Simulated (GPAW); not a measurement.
Runs of GPAW 26.7.0 on FeSi2 (Linzhiite). Symmetry: P4/mmm, No. 123, tetragonal system. The conventional cell has a = 2.684 Å, b = 2.684 Å, c = 5.128 Å, α = 90.00°, β = 90.00°, γ = 90.00°. Fe (site symmetry 4/mmm) has 8 Si at 2.35 Å and 4 Fe at 2.68 Å as nearest neighbours. Around Si (site symmetry 4mm) lie 4 Fe at 2.35 Å and 5 Si at 2.36 to 2.68 Å. 

```tsv
level	gap on the mesh (eV)	pressure (GPa)	moment (μB)	relaxed volume (Å³/atom)
PBEsol+D3(BJ)+ATM	none	0.0	0.11	12.08
PBEsol+D3	none	0.0	0.11	12.11
PBEsol+D4	none	0.0	0.12	(b)
PBEsol	none	0.1	0.13	12.34
PBEsol+D3(BJ)	none	0.0	0.11	(a)
```

Alike in all rows: task relaxation of cell and atoms; potentials or basis PAW data sets generated in the run's folder for this functional, pw; spin collinear, ferromagnetic start; cell relaxed; k mesh 7 × 7 × 4; cutoff (eV) 600; smearing fermi-dirac 0.05 eV.

Fill in the values left out.

(a) 12.03; (b) 12.15.

Caveats: each step starts from the last one's moments, so a moment once lost doesn't come back; later steps reuse the first step's grids; pairwise dispersion overbinds metals, which lowers pressure and volume (some runs).

A gap of «none» marks a metal or a gap under the smearing width.
